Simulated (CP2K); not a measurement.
## GaSb under changes of volume

One of the cells (28.625 Å³/atom); the others are scaled copies at fixed shape and fractional positions:

```
CELL_PARAMETERS angstrom
4.32608 0.00000 0.00000
2.16304 3.74649 0.00000
2.16304 1.24883 3.53223
ATOMIC_POSITIONS crystal
Sb 0.75000 0.75000 0.75000
Ga 0.00000 0.00000 0.00000
```

| Item | Value |
| --- | --- |
| Program | CP2K 2026.2 |
| Functional | LDA |
| Potentials or basis | GTH_POTENTIALS Sb GTH-PADE-q5, Ga GTH-PADE-q13; TZVP-MOLOPT-PBE-GTH basis |
| Density cutoff | 6123 eV |
| k mesh | 8 × 8 × 8 |
| Occupations | fermi-dirac, width 0.01 eV |
| Spin | no spin polarisation |

```tsv
volume (Å³/atom)	energy over the lowest point (meV/atom)	pressure (GPa)
26.907	3.61	1.7
27.480	0.00	0.4
28.052	0.70	-0.7
28.625	?	?
29.197	12.72	-2.6
29.770	23.38	-3.4
30.342	36.72	-4.1
```

**Question.** What does the run at 28.625 Å³/atom give?

**Answer.** Energy over the lowest point 5.06 meV/atom; pressure -1.7 GPa.

Worked out: A Birch-Murnaghan fit of order 3 (a polynomial in V^(-2/3)) to the other rows has its minimum at 27.67 Å³/atom with B0 = V·E''(V) = 54 GPa and B' = 4.5. It gives 5.03 meV/atom at 28.625 Å³/atom, against the run's 5.06, and -dE/dV = -1.7 GPa, against -1.7.

Energies are extrapolated to zero smearing.

Caveats: the basis of atomic orbitals isn't converged, which shifts pressures, moduli and gaps.
